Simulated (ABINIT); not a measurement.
The system is BeS.

```
S Be
1.0
     0.00000    2.42500    2.42500
     2.42500    0.00000    2.42500
     2.42500    2.42500    0.00000
S Be
1 1
Direct
  0.75000 0.75000 0.75000
  0.00000 0.00000 0.00000
```

Base run:

| Property | Result |
| --- | --- |
| Program | ABINIT 10.8.3 (patched build) |
| Functional | PBE0 |
| Potentials or basis | SG15 NC PBE v1.2 |
| Cutoff | 599 eV |
| k mesh | 6 × 6 × 6 |
| Occupations | fixed |
| Spin | no spin polarisation |

Its results: band gap on the k mesh 4.82 eV, indirect (least direct gap 7.68 eV); pressure -0.2 GPa.

Q: The run is repeated on the same cell with these changes: functional from PBE0 to PBE. What comes out?

A: Band gap on the k mesh 3.15 eV, indirect (least direct gap 5.72 eV); pressure 1.3 GPa.

PBE0 gives the wider gap, since exact exchange removes part of the self-interaction.

Caveats: the potentials were made for another functional, which shifts forces and pressure (some runs).

A k mesh can miss the band edges.
